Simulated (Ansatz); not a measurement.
**Stress against strain in TiPbO3**

```xyz
5
Lattice="3.8992 0.0000 0.0000 0.0000 3.8992 0.0000 0.0000 0.0000 4.1499" Properties=species:S:1:pos:R:3 pbc="T T T"
Ti    1.9496    1.9496    2.2335
Pb    0.0000    0.0000    0.0000
O     1.9496    1.9496    0.4689
O     1.9496    0.0000    2.5522
O     0.0000    1.9496    2.5522
```

Atom numbers follow the list: Ti1, Pb2, O3, O4, O5.

The cell is a measured one (Crystallography Open Database entry 2107521); the temperature and pressure of the measurement aren't taken into account, and nothing was relaxed.

Spin–orbit coupling is left out, though it moves levels of the heavy atoms by tenths of an eV or more.

Method: DFT, PBEsol, all-electron LAPW, scalar-relativistic in Ansatz 0.2.0.

Sampling and basis: a Γ-centred 9×9×8 k mesh, Fermi–Dirac smearing of 0.03 eV, basis error target 0.5 meV/atom, no spin polarisation.

The strain is applied along the Cartesian axes of the cell as listed (the other components stay zero). Fractional coordinates are held (clamped ions).

σ is the change of stress from the unstrained cell, which is at -1.01 GPa; tension is positive, so slopes are stress–strain coefficients at that pressure.

Only quantities that a quadratic follows smoothly over the whole series are listed; rougher ones are left out.

| εxx = εyy | σzz (GPa) | σxx (GPa) |
| --- | --- | --- |
| -0.0300 | -8.06 | -14.18 |
| -0.0100 | -2.46 | -4.19 |
| 0.0000 | 0.00 | 0.00 |
| 0.0100 | 2.26 | 3.73 |
| 0.0200 | 4.32 | 7.03 |
| 0.0300 | 6.21 | 9.96 |

Q: Fit the series and read off the stiffness at zero strain.

A: Least-squares fits y = p0 + p1 x + p2 x² to the rows give σzz (GPa): p1 = 237, p2 = -1000; σxx (GPa): p1 = 401, p2 = -2300. So C13 + C23 = 237 GPa and C11 + C12 = 401 GPa, for these axes.

Q: One run, at εxx = εyy = -0.0200, is withheld. Predict its row.

A: The fits give -5.16, -8.97; the run gave -5.14, -8.90.
